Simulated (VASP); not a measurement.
VASP ran on this input.

**INCAR**
```
SYSTEM = Li3N
PREC = Accurate
ENCUT = 520
EDIFF = 1E-6
NELM = 100
ALGO = Normal
LREAL = .FALSE.
LASPH = .TRUE.
ISMEAR = 0
SIGMA = 0.05
GGA = PE
LWAVE = .FALSE.
LCHARG = .FALSE.
ISIF = 2
ISPIN = 2
MAGMOM = 1.0 1.0 1.0 1.0 1.0 1.0
```

KPOINTS:
```
Automatic mesh
0
Gamma
5 5 5
0 0 0
```

### POSCAR
```
Li3N
1
    1.8250000000    -3.1609930000     0.0000000000
    1.8250000000     3.1609930000     0.0000000000
    0.0000000000     0.0000000000     3.8700000000
Li N
3 1
Direct
  0.3333330000   0.6666670000   0.0000000000
  0.6666670000   0.3333330000   0.0000000000
  0.0000000000   0.0000000000   0.5000000000
  0.0000000000   0.0000000000   0.0000000000
```

POTCAR, in this order: Li_sv N (PBE.64 set). Program: vasp_std.

Q: One choice in this input is risky. Which, and does it do harm here?

A: The risk: MAGMOM holds more values than there are atoms. Here it does no harm: the run (PBE GGA, plane waves, VASP's PBE PAW potentials (set 64)) converges to the same energy and pressure as with the safe setting.
### OSZICAR
```
       N       E                     dE             d eps       ncg     rms          rms(c)
DAV:   1     0.659057482942E+02    0.65906E+02   -0.67922E+03   780   0.114E+03
DAV:   2    -0.576041995363E+01   -0.71666E+02   -0.66244E+02  1001   0.251E+02
DAV:   3    -0.161335700400E+02   -0.10373E+02   -0.10291E+02  1397   0.689E+01
DAV:   4    -0.166354993282E+02   -0.50193E+00   -0.50141E+00  1072   0.152E+01
DAV:   5    -0.166411977424E+02   -0.56984E-02   -0.56982E-02  1156   0.177E+00    0.197E+01
DAV:   6    -0.152884513808E+02    0.13527E+01   -0.21822E+01   905   0.233E+01    0.882E+00
DAV:   7    -0.156892572391E+02   -0.40081E+00   -0.15204E+00   959   0.101E+01    0.286E+00
DAV:   8    -0.156430821625E+02    0.46175E-01   -0.15767E-01   939   0.346E+00    0.141E+00
DAV:   9    -0.156244536432E+02    0.18629E-01   -0.97415E-02  1052   0.234E+00    0.594E-01
DAV:  10    -0.156245362940E+02   -0.82651E-04   -0.62967E-03  1061   0.695E-01    0.274E-01
DAV:  11    -0.156249911633E+02   -0.45487E-03   -0.87565E-04   900   0.296E-01    0.102E-01
DAV:  12    -0.156252554185E+02   -0.26426E-03   -0.33706E-04   955   0.168E-01    0.305E-02
DAV:  13    -0.156252637493E+02   -0.83308E-05   -0.38508E-05   995   0.606E-02    0.140E-02
DAV:  14    -0.156252661130E+02   -0.23637E-05   -0.43544E-06  1034   0.215E-02    0.561E-03
DAV:  15    -0.156252665163E+02   -0.40323E-06   -0.21282E-06   895   0.999E-03
   1 F= -.15625267E+02 E0= -.15625267E+02  d E =-.263512E-13  mag=     0.0000
```

The compound is Li3N in the alpha structure. The cell was not relaxed at this level.
